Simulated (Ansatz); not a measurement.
# WS2 in Ansatz: further runs

One slab, WS2, is run at these levels: PBE; tasks: single point.

Everything below comes from runs of Ansatz 0.2.0. Logs are shortened: lines on timing, memory, paths and dates and some standing lists are left out, and cuts for length are marked.

## Step 1: The slab as given

The cell holds a slab with vacuum, 3 atoms: a = 3.184 Å, b = 3.184 Å, c = 16.951 Å, α = 90.00°, β = 90.00°, γ = 120.00°.

## Step 2: Single point, PBE

The input, input.yaml:

```yaml
crystal:
  lattice:
    - [3.1835163552, 0.0, 0.0]
    - [-1.5917581776, 2.7570060369, 0.0]
    - [0.0, 0.0, 16.95057789]
  atoms:
    - { symbol: W, position: [0.0, 0.0, 0.0] }
    - { symbol: S, position: [0.3333333333, 0.6666666667, 0.09200051] }
    - { symbol: S, position: [0.3333333333, 0.6666666667, 0.90799949] }
hamiltonian:
  xc: pbe
  pseudopotentials: { kind: paw }
kpoints:
  mp_grid: { grid: [10, 10, 2] }
scf:
  occupations: { method: gaussian, width: 0.018 }
output:
  forces: true
  stress: true
  eigenvalues: true
```

Potentials or basis: Ansatz PAW.

The run is started by

```bash
$ ansatz run input.yaml --threads 2 --pin off --max-ram 5632MiB --backend cpu --events-out ev --progress --plain --runs-dir out
```

What it wrote:

```text
Warning: RAYON_NUM_THREADS=2 ignored (pool sized by the plan → 2); use --threads N
Engine: ansatz 0.2.0, x86_64-unknown-linux-gnu
Pseudopotentials: kind: paw
Pseudopotential: W, paw, valence charge 14, recommended cutoff 420 eV (normal), W.paw.azcp
Pseudopotential: S, paw, valence charge 6, recommended cutoff 420 eV (normal), S.paw.azcp
Functional definition: PBE
  parameter kappa = 0.804
  parameter beta = 0.06672455060314922
  exchange = pbe_x(kappa = kappa, mu = beta*pi^2/3)
  correlation = pbe_c(beta = beta)
Crystal: 3 atoms, lattice volume = 148.775 Å³
Basis set: ecut = 420 eV, 2937 PW (Γ), exchange–correlation on 48×48×240 points (8 copies of the dense FFT grid, shifted against one another)
Bands: 17, of which v1, the nominal top of the filled ones, is band 13 counted from 1 (12 counted from 0)
Symmetry: 12 space group operations
Space group: P-6m2 (ITA 187), of the structure as read, at distance tolerance 5.3e-5 Å
k-points: 28 of 200 (time reversal used)
Non-local potential: W, projectors of the file, l = 0: 3, l = 1: 2, l = 2: 2, l = 3: 1
Non-local potential: S, projectors of the file, l = 0: 2, l = 1: 2, l = 2: 2
PAW form: soft (Blöchl's): semilocal exchange-correlation on the pseudo side does not see the compensation charge
PAW one-centre angular grid: W, 590 points (default); XC on 64 Gauss nodes
PAW one-centre angular grid: S, 110 points (default); XC on 64 Gauss nodes
Initial density: superposition of atomic densities (neutral atoms: chi_scale 0, normalization atom), corrected by the library's trained network
Initial wavefunctions: pseudopotential atomic-orbital guess
Functional: x = pbe(κ = 0.804, μ = 0.2195149727645171), c = pbe(β = 0.06672455060314922)
SCF iter   1: F=—  HF=-12191.428825 eV  |F-HF|=—  |Δ(HF+E_count)|=         —  Δρ=3.43e-3  dr2=2.20e-2  ethr=1.77e-3  ⟨swp⟩=9.6  Hψ=3478  notcnv=0
preconditioner: auto → none  [insulator: Δε(μ)=1.943 eV  Ē_g=8.716 eV  σ=0.018 eV  W_gap=1.00  n_scr=10 (ndim 8)  ℏωp=12.9 eV  f_vac=0.610  D(μ)=0.00/eV (n_scr^D=0)  ε∞_Penn≈3.2]
SCF iter   2: F=—  HF=-12191.440229 eV  |F-HF|=—  |Δ(HF+E_count)|=   1.14e-2  Δρ=3.58e-3  dr2=6.25e-2  ethr=8.47e-5  ⟨swp⟩=4.1  Hψ=1369  notcnv=0
SCF iter   3: F=—  HF=-12191.431546 eV  |F-HF|=—  |Δ(HF+E_count)|=   8.68e-3  Δρ=1.30e-3  dr2=1.82e-3  ethr=8.47e-5  ⟨swp⟩=3.0  Hψ=885  notcnv=0
SCF iter   4: F=—  HF=-12191.433467 eV  |F-HF|=—  |Δ(HF+E_count)|=   1.92e-3  Δρ=2.16e-4  dr2=1.87e-5  ethr=6.99e-6  ⟨swp⟩=2.0  Hψ=790  notcnv=0
SCF iter   5: F=—  HF=-12191.433550 eV  |F-HF|=—  |Δ(HF+E_count)|=   8.24e-5  Δρ=2.99e-5  dr2=1.46e-6  ethr=7.20e-8  ⟨swp⟩=3.2  Hψ=1116  notcnv=0
SCF iter   6: F=-12191.433550 eV  HF=-12191.433550 eV  |F-HF|=3.66e-8  |Δ(HF+E_count)|=   3.86e-7  Δρ=8.29e-6  dr2=9.11e-8  ethr=3.85e-10  ⟨swp⟩=6.2  Hψ=2910  notcnv=0
SCF 1 converged in 6 iterations: F = -12191.433550 eV  dr2 = 9.11e-8
SCF converged after 6 iterations
Free energy (F): -12191.433550 eV
Harris-Foulkes:  -12191.433550 eV  (|F-HF|=3.66e-8)
Internal energy: -12191.433550 eV  (E = F + TS)
E sigma→0 (E₀):  -12191.433550 eV
Fermi energy:    1.283917 eV
--- Per-component energies (eV) ---
  E_band       = -466.537758
  E_kinetic    = 665.926271
  E_local      = -12404.999731  (includes V_loc(G=0)·N_el)
  E_nonlocal   = 57.290225
  E_hartree    = 5882.536254
  E_xc         = -461.955951
  E_vxc        = -414.737326  (∫ρ·V_xc dr)
  E_paw        = -9763.119466  (= ΣΔE_a)
  E_vpaw       = -135.080965  (= ΣTr[D̂ρ^β])
  E_aug_tail   = -0.000060  (compensation charges beyond the density's cutoff)
  E_ewald      = 3832.888907
  E_smearing   = -0.000000  (= −TS)
  E_closure    = -0.000000  (closes the sum)
  Σ components = -12191.433550   (vs F -12191.433550, Δ=0.00e0)
--- Forces (eV/Å), atoms counted from 1 ---
  atom   1  W      0.00000000    -0.00000000     0.00000000
  atom   2  S      0.00000000     0.00000000     0.25915180
  atom   3  S      0.00000000     0.00000000    -0.25915180
  max |Σ_I F_I| component: 2.08e-17 eV/Å
--- Stress (GPa, compression-positive) ---
        0.443400       0.000000       0.000000
       -0.000000       0.443400       0.000000
        0.000000       0.000000       0.870574
  P = ⅓ Tr σ = 0.5858 GPa (5.858 kbar)
--- Band table (eV; the first three rows and the last of 28) ---
  k-point 0: bands = ["-73.6539", "-37.9343", "-37.7854", "-37.7854", "-14.4965", "-12.8212", "-6.0554", "-2.6183", "-2.6183", "-1.7843", "-1.3714", "-1.3714", "0.2885", "3.1799", "3.1799", "3.3617", "3.3617"]
  k-point 1: bands = ["-73.6539", "-37.9343", "-37.7854", "-37.7854", "-14.4965", "-12.8212", "-6.0554", "-2.6183", "-2.6183", "-1.7843", "-1.3714", "-1.3714", "0.2885", "3.1799", "3.1799", "3.3617", "3.3617"]
  k-point 2: bands = ["-73.6523", "-37.9284", "-37.8180", "-37.7929", "-14.3326", "-12.7630", "-5.8617", "-3.0298", "-2.4577", "-2.3457", "-1.6216", "-1.0957", "0.1934", "2.9946", "3.0610", "3.2176", "3.4814"]
  k-point 27: bands = ["-73.6353", "-38.0497", "-37.9785", "-37.8656", "-12.1189", "-11.9621", "-5.4123", "-5.2385", "-4.0026", "-3.5442", "-3.0169", "-1.9551", "0.1264", "2.2796", "3.7228", "4.1877", "5.7397"]
```

Run time: 6.2 s. Hardware: 2 threads of Intel Xeon at 2.50GHz (Skylake/Cascade Lake), shared host; peak memory 0.41 GiB.

What came out:

```
Free energy            : -12191.4336 eV
Largest force          : 0.259 eV/Å
Band gap on the k mesh : 1.99 eV, indirect (least direct gap 2.15 eV)
```

Forces in eV/Å, atoms in the order of the input:
```
W    0.000  0.000  0.000
S    0.000  0.000  0.259
S    0.000  0.000 -0.259
```

Stress tensor (GPa, compression positive):
```
0.44 0.00 0.00
0.00 0.44 0.00
0.00 0.00 0.87
```

Caveat: spin-orbit coupling is left out, which moves the levels of the heavy elements.

## Step 3: Single point, PBE

input.yaml, as its differences from that of step 2:

```diff
@@ -15,3 +15,3 @@
 scf:
-  occupations: { method: gaussian, width: 0.018 }
+  occupations: { method: gaussian, width: 0.019 }
 output:
```

Potentials or basis: Ansatz PAW.

The run is started by

```bash
$ ansatz run input.yaml --threads 2 --pin off --max-ram 5632MiB --backend cpu --events-out ev --progress --plain --runs-dir out
```

Run time: 5.9 s. Hardware: 2 threads of Intel Xeon at 2.50GHz (Skylake/Cascade Lake), shared host; peak memory 0.41 GiB.

The run converged. Its results:

| Item | Value |
| --- | --- |
| Free energy | -12191.4336 eV |
| Largest force | 0.259 eV/Å |
| Band gap on the k mesh | 1.99 eV, indirect (least direct gap 2.15 eV) |

Forces in eV/Å, atoms in the order of the input:
```
W    0.000  0.000  0.000
S    0.000  0.000  0.259
S    0.000  0.000 -0.259
```

Stress tensor (GPa, compression positive):
```
0.44 0.00 0.00
0.00 0.44 0.00
0.00 0.00 0.87
```

Levels at points of the mesh, in eV from the valence-band top:
```tsv
k point	band 9	band 10	band 11	band 12	band 13	band 14	band 15	band 16	band 17
(0.00, 0.00, 0.00)	-2.91	-2.07	-1.66	-1.66	0.00	2.89	2.89	3.07	3.07
(0.00, 0.00, -0.50)	-2.91	-2.07	-1.66	-1.66	0.00	2.89	2.89	3.07	3.07
(0.00, -0.50, 0.00)	-4.42	-3.45	-2.09	-1.30	-0.91	2.84	3.30	4.07	4.77
(0.00, -0.50, -0.50)	-4.42	-3.45	-2.09	-1.30	-0.91	2.84	3.30	4.07	4.77
```

Caveat: spin-orbit coupling is left out, which moves the levels of the heavy elements.
